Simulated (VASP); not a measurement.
# Si (a cell with a defect) in VASP: further runs, part 2 of 3

VASP 6.6.1.

## Step 3: Single point, PBEsol

The input, INCAR:

```
PREC = Accurate
ENCUT = 520
EDIFF = 1E-6
ISMEAR = -1
SIGMA = 0.05
LREAL = Auto
LASPH = T
NELM = 80
ALGO = Fast
ISIF = 2
LWAVE = F
LCHARG = F
GGA = PS
NBANDS = 48
```

The input, KPOINTS:

```
Automatic mesh
0
Gamma
  2 2 2
```

The input, POSCAR:

```
Si
1.0
    0.0000000000      5.4300000000      5.4300000000
    5.4300000000      0.0000000000      5.4300000000
    5.4300000000      5.4300000000      0.0000000000
Si
17
Direct
    0.0169358712      0.0164651360     -0.0380753803
    0.1311478448      0.1311023228      0.1073135629
   -0.0253635479     -0.0253620483      0.4744204625
    0.1018480161      0.1014563593      0.6019916033
    0.0046192263      0.5025362318      0.0028601280
    0.1350859766      0.6230826693      0.1242843129
    0.0167284615      0.4613813341      0.5176222209
    0.1312242311      0.6075411533      0.6312574885
    0.5027117898      0.0044384617      0.0028594978
    0.6235717593      0.1346640153      0.1241939755
    0.4617733973      0.0162310634      0.5176029696
    0.6075324136      0.1311298929      0.6312111087
    0.5091024809      0.5087054332      0.0097203029
    0.6333087119      0.6331247501      0.1335330933
    0.5027147246      0.5025362913      0.5048412679
    0.6236627659      0.6230798396      0.6357916284
    0.8363840669      0.8360703441      0.3367370774
```

Potentials or basis: VASP PAW PBE potentials, release 64 (Si).

On the command line:

```console
cat potpaw_PBE.64/Si/POTCAR > POTCAR
mpirun -np 1 vasp_std > vasp.out
```

OUTCAR:

```text
PREC = Accurate
   ENCUT = 520
   EDIFF = 1E-6
   ISMEAR = -1
   LREAL = Auto
   LASPH = T
   NELM = 80
   ISIF = 2
   GGA = PS

 ion  position               nearest neighbor table
   1  0.017  0.016  0.962-   4 2.30   2 2.35  17 2.46  10 2.48   6 2.48
   2  0.131  0.131  0.107-   5 2.33   9 2.33   3 2.35   1 2.35
   3  0.975  0.975  0.474-   2 2.35  12 2.35   8 2.35   4 2.39  17 2.60
   4  0.102  0.101  0.602-   1 2.30  11 2.30   7 2.30   3 2.39
   5  0.005  0.503  0.003-  14 2.33   2 2.33   8 2.33   6 2.34
   6  0.135  0.623  0.124-   5 2.34  13 2.35  17 2.40   7 2.47   1 2.48
   7  0.017  0.461  0.518-   4 2.30   8 2.35  17 2.46  16 2.47   6 2.47
   8  0.131  0.608  0.631-  15 2.33   5 2.33   3 2.35   7 2.35
   9  0.503  0.004  0.003-  14 2.33   2 2.33  12 2.33  10 2.34
  10  0.624  0.135  0.124-   9 2.34  13 2.35  17 2.40   1 2.48  11 2.48
  11  0.462  0.016  0.518-   4 2.30  12 2.35  17 2.46  16 2.47  10 2.48
  12  0.608  0.131  0.631-  15 2.33   9 2.33   3 2.35  11 2.35
  13  0.509  0.509  0.010-  14 2.34  16 2.35   6 2.35  10 2.35
  14  0.633  0.633  0.134-  15 2.33   5 2.33   9 2.33  13 2.34
  15  0.503  0.503  0.505-  14 2.33  12 2.33   8 2.33  16 2.34
  16  0.624  0.623  0.636-  15 2.34  13 2.35  17 2.40   7 2.47  11 2.47
  17  0.836  0.836  0.337-  10 2.40   6 2.40  16 2.40  11 2.46   7 2.46   1 2.46   3 2.60

  LATTYP: Found a face centered cubic cell.
 ALAT       =    10.8600000000

  Lattice vectors:

 A1 = (   0.0000000000,   5.4300000000,   5.4300000000)
 A2 = (   5.4300000000,   0.0000000000,   5.4300000000)
 A3 = (   5.4300000000,   5.4300000000,   0.0000000000)

Analysis of symmetry for initial positions (statically):
=====================================================================
 Subroutine PRICEL returns:
 Original cell was already a primitive cell.

 Routine SETGRP: Setting up the symmetry group for a
 face centered cubic supercell.

 Subroutine GETGRP returns: Found  1 space group operations
 (whereof  1 operations were pure point group operations)
 out of a pool of 48 trial point group operations.

The static configuration has the point symmetry C_1 .

Analysis of symmetry for dynamics (positions and initial velocities):
=====================================================================
 Subroutine PRICEL returns:
 Original cell was already a primitive cell.

 Routine SETGRP: Setting up the symmetry group for a
 face centered cubic supercell.

 Subroutine GETGRP returns: Found  1 space group operations
 (whereof  1 operations were pure point group operations)
 out of a pool of 48 trial point group operations.

The dynamic configuration has the point symmetry C_1 .

 Subroutine INISYM returns: Found  1 space group operations
 (whereof  1 operations are pure point group operations),
 and found     1 'primitive' translations

----------------------------------------------------------------------------------------

                                     Primitive cell

  volume of cell :     320.2060

  direct lattice vectors                    reciprocal lattice vectors
     0.000000000  5.430000000  5.430000000    -0.092081031  0.092081031  0.092081031
     5.430000000  0.000000000  5.430000000     0.092081031 -0.092081031  0.092081031
     5.430000000  5.430000000  0.000000000     0.092081031  0.092081031 -0.092081031

  length of vectors
[... 76 lines left out ...]
  0.500000  0.000000  0.500000      1.000000
   k-points           NKPTS =      8   k-points in BZ     NKDIM =      8   number of bands    NBANDS=     48
   number of dos      NEDOS =    301   number of ions     NIONS =     17
   total plane-waves  NPLWV = 216000
   dimension x,y,z NGX =    60 NGY =   60 NGZ =   60
   dimension x,y,z NGXF=   120 NGYF=  120 NGZF=  120
   ions per type =              17
   NGX,Y,Z   is equivalent  to a cutoff of  12.99, 12.99, 12.99 a.u.
   NGXF,Y,Z  is equivalent  to a cutoff of  25.98, 25.98, 25.98 a.u.
 SYSTEM =  unknown system
   PREC   = accura    normal or accurate (medium, high low for compatibility)
   ISTART =      0    job   : 0-new  1-cont  2-samecut
   ICHARG =      2    charge: 1-file 2-atom 10-const
   ISPIN  =      1    spin polarized calculation?
   LNONCOLLINEAR =      F non collinear calculations
   LSORBIT =      F    spin-orbit coupling
   LASPH  =      T    aspherical Exc in radial PAW
   ENCUT  =  520.0 eV  38.22 Ry    6.18 a.u.  14.28 14.28 14.28*2*pi/ulx,y,z
   NELM   =     80;   NELMIN=  2; NELMDL= -5     # of ELM steps
   EDIFF  = 0.1E-05   stopping-criterion for ELM
   LREAL  =      T    real-space projection
   EDIFFG = 0.1E-04   stopping-criterion for IOM
   NSW    =      0    number of steps for IOM
   IBRION =     -1    ionic relax: 0-MD 1-quasi-New 2-CG
   NFREE  =      0    steps in history (QN), initial steepest desc. (CG)
   ISIF   =      2    stress and relaxation
   ISYM   =      2    0-nonsym 1-usesym 2-fastsym
   POTIM  = 0.5000    time-step for ionic-motion
   TEBEG  =    0.0;   TEEND  =   0.0 temperature during run
   PSTRESS=    0.0 pullay stress
   NELECT =      68.0000    total number of electrons
   NUPDOWN=      -1.0000    fix difference up-down
   EMIN   =  10.00;   EMAX   =-10.00  energy-range for DOS
   EFERMI =   0.00;   METHOD = LEGACY
   ISMEAR =    -1;   SIGMA  =   0.05  broadening in eV -4-tet -1-fermi 0-gaus
   EFERMI_NEDOS =   21; number of points for ismear=-14 and -15
   IALGO  =     68    algorithm
   IMIX   =      4    mixing-type and parameters
     AMIX     =   0.40;   BMIX     =  1.00
     AMIX_MAG =   1.60;   BMIX_MAG =  1.00
  volume/ion in A,a.u.               =      18.84       127.11
  Fermi-wavevector in a.u.,A,eV,Ry     =   0.976715  1.845724 12.979587  0.953973
  Thomas-Fermi vector in A             =   2.107356
   LORBIT       =      0    0 simple, 1 ext, 2 COOP (PROOUT), +10 PAW based schemes
   GGA     = PS    functional components
   LHFCALC =     F    Hartree Fock is set to
   AEXX    =    0.0000 exact exchange contribution
   IVDW    =     0    specifies the selected vdW correction
   LEPSILON=     F    determine dielectric tensor
   LRPA    =     F    only Hartree local field effects (RPA)
 non-spin polarized calculation
 RMM-DIIS sequential band-by-band and
  energy-cutoff  :      520.00
  volume of cell :      320.21
 maximum number of plane-waves:      8646
 NGX is ok and might be reduce to    60
   NGX = 29   NGY = 29   NGZ = 29

 number of electron      68.0000000 magnetization

 Free energy of the ion-electron system (eV)
  ---------------------------------------------------
  ext. energy  EPLUGINS =         0.00000000
  ---------------------------------------------------
  free energy    TOTEN  =       -93.69444275 eV

  energy without entropy =      -93.64158428  energy(sigma->0) =      -93.66801351

 E-fermi :   6.6772     XC(G=0):  -9.8240

 val. band max:        6.6099152623   @ k =   0.0000   0.0000   0.0000
 cond. band min:       6.6798383928   @ k =   0.5000   0.0000   0.5000
 fundamental gap:      0.0699231305
 Fermi energy:         6.6771812141

 k-point     1 :       0.0000    0.0000    0.0000
  band No.  band energies     occupation
      1      -6.3085      2.00000
      2      -3.9208      2.00000
      3      -3.6550      2.00000
      4      -3.6544      2.00000
      5      -3.4544      2.00000
      6      -2.7849      2.00000
[... 381 lines left out ...]
     45      10.1689      0.00000
     46      10.3088      0.00000
 [bands above 46 left out]

------------------------ aborting loop because EDIFF is reached ----------------------------------------

  FORCE on cell =-STRESS in cart. coord.  units (eV):
  Direction    XX          YY          ZZ          XY          YZ          ZX
  --------------------------------------------------------------------------------------
  -------------------------------------------------------------------------------------
  Total        5.0684955      5.0615720      5.0606671     -0.9002205     -0.8851018     -0.8836975
  in kB       25.3606371     25.3259950     25.3214673     -4.5043278     -4.4286803     -4.4216536
  external PRESSURE =      25.3360332 kB  Pullay stress =       0.0000000 kB

 VOLUME and BASIS-vectors are now :
 -----------------------------------------------------------------------------
  energy-cutoff  :      520.00
  volume of cell :      320.21
      direct lattice vectors                 reciprocal lattice vectors
     0.000000000  5.430000000  5.430000000    -0.092081031  0.092081031  0.092081031
     5.430000000  0.000000000  5.430000000     0.092081031 -0.092081031  0.092081031
     5.430000000  5.430000000  0.000000000     0.092081031  0.092081031 -0.092081031

 POSITION                                       TOTAL-FORCE (eV/Angst)
 -----------------------------------------------------------------------------------
      5.31266      5.31521      0.18137         0.004784      0.004323      0.009281
      1.29460      1.29485      1.42402        -0.000293      0.009879      0.017467
      7.86839      7.86838     10.58456         0.008282      0.011594      0.000006
      3.81972      3.82185      1.10394        -0.023761     -0.026825     -0.019762
      2.74430      0.04061      2.75385        -0.017905      0.008116      0.014637
      4.05820      1.40838      4.11686        -0.019822     -0.020054     -0.015110
[... 9 lines left out ...]
      6.83567      6.83884      6.76981        -0.020515     -0.022913     -0.015216
      6.36834      6.37005      9.08143         0.011473      0.015323      0.014360
 -----------------------------------------------------------------------------------
    total drift:                                0.002081      0.001634      0.003284

  FREE ENERGIE OF THE ION-ELECTRON SYSTEM (eV)
  ---------------------------------------------------
  free  energy   TOTEN  =       -93.6944427472 eV

  energy  without entropy=      -93.6415842808  energy(sigma->0) =      -93.66801351
```

Wall time 2.7 min (1 thread of AMD EPYC 9R45 (Zen 5), shared host); peak memory 0.41 GiB.

Results:

```
Free energy            : -93.6944 eV
Pressure               : 2.5 GPa
Largest force          : 0.041 eV/Å
Band gap on the k mesh : none (metal or under the smearing width)
```

Forces on the atoms (eV/Å):
```
Si   0.005  0.004  0.009
Si   0.000  0.010  0.017
Si   0.008  0.012  0.000
Si  -0.024 -0.027 -0.020
Si  -0.018  0.008  0.015
Si  -0.020 -0.020 -0.015
Si  -0.004  0.015  0.002
Si   0.008  0.014 -0.002
Si   0.010 -0.025  0.012
Si  -0.017 -0.023 -0.015
Si   0.015 -0.004  0.002
Si   0.014  0.015 -0.005
Si  -0.001  0.000 -0.006
Si   0.017  0.016  0.020
Si   0.015  0.011 -0.013
Si  -0.021 -0.023 -0.015
Si   0.011  0.015  0.014
```

Stress tensor (GPa, compression positive):
```
 2.54 -0.45 -0.44
-0.45  2.53 -0.44
-0.44 -0.44  2.53
```

Caveat: the k mesh is coarse (spacing up to 0.50 Å⁻¹), so the values aren't converged; the PAW data sets were made with another functional, which shifts forces and pressure a little.

## Step 4: Relaxation of the atoms, PBEsol

The input, INCAR:

```
SYSTEM = Si
PREC = Accurate ; ENCUT = 520
EDIFF = 1E-6 ; ISMEAR = -1
SIGMA = 0.05 ; LREAL = Auto
LASPH = .True. ; NELM = 60
ALGO = Fast ; ISIF = 2
LWAVE = .False. ; LCHARG = .False.
GGA = PS ; IBRION = 2
NSW = 80 ; EDIFFG = -0.03
```

The input, KPOINTS:

```
regular mesh
0
Gamma
  2 2 2
  0 0 0
```

The input, POSCAR:

```
Si
1.0
    0.0000000000      5.4300000000      5.4300000000
    5.4300000000      0.0000000000      5.4300000000
    5.4300000000      5.4300000000      0.0000000000
Si
17
Direct
    0.0000000000      0.0000000000      0.0000000000
    0.1250000000      0.1250000000      0.1250000000
    0.0000000000      0.0000000000      0.5000000000
    0.1250000000      0.1250000000      0.6250000000
    0.0000000000      0.5000000000      0.0000000000
    0.1250000000      0.6250000000      0.1250000000
    0.0000000000      0.5000000000      0.5000000000
    0.1250000000      0.6250000000      0.6250000000
    0.5000000000      0.0000000000      0.0000000000
    0.6250000000      0.1250000000      0.1250000000
    0.5000000000      0.0000000000      0.5000000000
    0.6250000000      0.1250000000      0.6250000000
    0.5000000000      0.5000000000      0.0000000000
    0.6250000000      0.6250000000      0.1250000000
    0.5000000000      0.5000000000      0.5000000000
    0.6250000000      0.6250000000      0.6250000000
    0.8129881900      0.8081832500      0.3181653200
```

On the command line:

```console
cat potpaw_PBE.64/Si/POTCAR > POTCAR
mpirun -np 1 vasp_std > vasp.out
```

It took 23 min on 1 thread of AMD EPYC 9R45 (Zen 5), shared host; peak memory 0.49 GiB.

Results (log left out):

| Property | Result |
| --- | --- |
| Free energy | -93.6433 eV |
| Energy gained by relaxing | 58.0 meV/atom |
| Ionic steps | 19 |
| Pressure after relaxing | 2.7 GPa |
| Largest force after relaxing | 0.029 eV/Å |
| Band gap on the k mesh | 0.05 eV, indirect (least direct gap 0.40 eV) |

Forces on the atoms (eV/Å):
```
Si  -0.002 -0.007 -0.006
Si  -0.003 -0.004 -0.004
Si  -0.009 -0.013 -0.002
Si   0.006  0.003  0.010
Si  -0.006  0.004  0.005
Si   0.003 -0.003  0.005
Si  -0.002 -0.004  0.001
Si  -0.007  0.006 -0.008
Si   0.002 -0.001  0.003
Si   0.000  0.004  0.005
Si  -0.003 -0.007  0.001
Si   0.004 -0.006 -0.004
Si  -0.005 -0.007 -0.001
Si   0.007  0.001  0.013
Si   0.007  0.008 -0.010
Si   0.001 -0.001 -0.001
Si   0.008  0.026 -0.008
```

Stress tensor (GPa, compression positive):
```
 2.68 -0.46 -0.46
-0.46  2.68 -0.46
-0.46 -0.46  2.68
```

Step by step:
```
step  energy change (eV)  largest force (eV/Å)  pressure (GPa)
   1              0.0000                2.4956            5.70
   2             -0.6888                0.7111            4.42
   3             -0.6889                0.7101            4.43
   4             -0.7636                0.4147            4.28
   5             -0.7700                0.4115            4.23
   6             -0.8017                0.2399            4.15
   7             -0.8073                0.2583            4.11
   8             -0.8404                0.2246            4.03
   9             -0.9050                0.3725            3.75
  10             -0.8887                0.7748            3.08
  11             -0.9206                0.5574            3.48
  12             -0.9391                0.4859            3.36
  13             -0.9746                0.2631            3.00
  14             -0.9596                0.3810            2.24
  15             -0.9822                0.1055            2.73
  16             -0.9843                0.0583            2.71
  17             -0.9851                0.0557            2.69
  18             -0.9856                0.0388            2.68
  19             -0.9859                0.0286            2.68
```

Final structure:
```
Si
1.0
     0.00000    5.43000    5.43000
     5.43000    0.00000    5.43000
     5.43000    5.43000    0.00000
Si
17
Cartesian
  5.3344 5.3375 0.1072
  1.2913 1.2925 1.3782
  7.9176 7.9198 10.6306
  3.8585 3.8604 1.1409
  8.1297 5.4986 2.7814
  3.9736 1.4546 4.1634
  5.3348 2.8229 2.6168
  6.7198 4.0950 4.0037
  5.4969 8.1306 2.7809
  1.4521 3.9739 4.1638
  2.8225 5.3374 2.6163
  4.0936 6.7216 4.0042
  2.9231 2.9249 5.6358
  4.2912 4.2931 7.0041
  5.4981 5.4994 5.4136
  6.8814 6.8842 6.6883
  6.1174 6.1158 8.8338
```

Levels at points of the mesh, in eV from the valence-band top:
```tsv
k point	band 31	band 32	band 33	band 34	band 35	band 36	band 37	band 38
(0.00, 0.00, 0.00)	-1.18	-0.54	-0.54	-0.35	0.05	0.05	0.35	0.35
(0.50, 0.00, 0.00)	-1.24	-1.20	-0.73	-0.21	0.38	0.71	1.02	1.18
(0.00, 0.50, 0.00)	-1.24	-1.20	-0.73	-0.21	0.38	0.71	1.02	1.18
(0.00, 0.00, 0.50)	-1.24	-1.20	-0.73	-0.21	0.38	0.71	1.02	1.18
(0.50, 0.50, 0.50)	-1.25	-1.11	-1.11	0.00	0.50	0.50	1.30	1.30
(0.50, 0.50, 0.00)	-1.71	-1.55	-0.31	-0.17	0.60	1.54	1.57	1.72
(0.00, 0.50, 0.50)	-1.71	-1.55	-0.31	-0.17	0.60	1.54	1.57	1.72
(0.50, 0.00, 0.50)	-1.71	-1.55	-0.31	-0.17	0.60	1.54	1.57	1.72
```

Caveat: the k mesh is coarse (spacing up to 0.50 Å⁻¹), so the values aren't converged; the PAW data sets were made with another functional, which shifts forces and pressure a little.

## Step 5: Single point, PBEsol

The input, INCAR:

```
ALGO = Fast
EDIFF = 1E-7
ENCUT = 520
GGA = PS
ISIF = 2
ISMEAR = -1
LASPH = T
LCHARG = T
LELF = T
LREAL = Auto
LVHAR = T
LWAVE = F
NBANDS = 48
NELM = 100
PREC = Accurate
SIGMA = 0.05
```

The input, KPOINTS:

```
k-points
0
Gamma
  2 2 2
```

The input, POSCAR:

```
Si
1.0
    0.0000000000      5.4300000000      5.4300000000
    5.4300000000      0.0000000000      5.4300000000
    5.4300000000      5.4300000000      0.0000000000
Si
17
Direct
   -0.0253793738     -0.0263594843      0.0777138122
    0.1318532228      0.1310532228      0.1299152855
    0.0176559853      0.0170351750      0.5041480663
    0.1015205341      0.1012597606      0.6958533149
    0.0062276243      0.5022968692     -0.0112034991
    0.1319226519      0.6067917127      0.1298388582
    0.0176195212      0.4610672192      0.5040421731
    0.1364136280      0.6233379374      0.6166500921
    0.5030887661      0.0052232044     -0.0108186004
    0.6077751381      0.1309298343      0.1300416206
    0.4613057090      0.0170429098      0.5043344383
    0.6238293738      0.1356964088      0.6170371087
    0.5031505525      0.5021868324     -0.0109684162
    0.6349789134      0.6339689687      0.0966741252
    0.5105421731      0.5098049724      0.4695421731
    0.6238867403      0.6232335175      0.6168852670
    0.8359117864      0.8355191529      0.4928977901
```

On the command line:

```console
cat potpaw_PBE.64/Si/POTCAR > POTCAR
mpirun -np 1 vasp_std > vasp.out
```

Run time: 3.2 min. Hardware: 1 thread of AMD EPYC 9R45 (Zen 5), shared host; peak memory 0.43 GiB.

Results (log left out):

```
Free energy            : -93.6946 eV
Pressure               : 2.5 GPa
Largest force          : 0.020 eV/Å
Band gap on the k mesh : none (metal or under the smearing width)
```

Forces in eV/Å, atoms in the order of the input:
```
Si   0.002  0.000 -0.001
Si  -0.003 -0.004 -0.005
Si   0.001 -0.001 -0.005
Si   0.010  0.008 -0.009
Si  -0.003  0.002  0.002
Si   0.007 -0.005  0.005
Si   0.003  0.005 -0.005
Si  -0.003  0.002  0.004
Si   0.001 -0.003  0.004
Si   0.001  0.002  0.000
Si  -0.006  0.010  0.007
Si  -0.004 -0.005  0.005
Si  -0.004 -0.003 -0.001
Si   0.005  0.000 -0.003
Si   0.009  0.011 -0.010
Si  -0.004 -0.006  0.001
Si  -0.011 -0.013  0.011
```

Stress tensor (GPa, compression positive):
```
 2.48 -0.42  0.42
-0.42  2.49  0.42
 0.42  0.42  2.48
```

Levels at points of the mesh, in eV from the Fermi level:
```
           k point  band 31  band 32  band 33  band 34  band 35  band 36  band 37  band 38
(0.00, 0.00, 0.00)    -1.11    -0.66    -0.66    -0.43    -0.07    -0.07     0.24     0.24
(0.50, 0.00, 0.00)    -1.32    -1.29    -0.82    -0.16     0.20     0.68     0.90     1.03
(0.00, 0.50, 0.00)    -1.32    -1.29    -0.82    -0.16     0.20     0.68     0.90     1.03
(0.00, 0.00, 0.50)    -1.32    -1.24    -1.23    -0.25     0.36     0.36     1.17     1.17
(0.50, 0.50, 0.50)    -1.32    -1.29    -0.82    -0.16     0.20     0.68     0.90     1.03
(0.50, 0.50, 0.00)    -1.83    -1.65    -0.74     0.00     0.40     1.29     1.47     1.57
(0.00, 0.50, 0.50)    -1.83    -1.65    -0.74     0.00     0.40     1.29     1.46     1.57
(0.50, 0.00, 0.50)    -1.83    -1.65    -0.74     0.00     0.40     1.29     1.47     1.57
```

Caveat: the k mesh is coarse (spacing up to 0.50 Å⁻¹), so the values aren't converged; the PAW data sets were made with another functional, which shifts forces and pressure a little.

(Continued in part 3 of 3.)
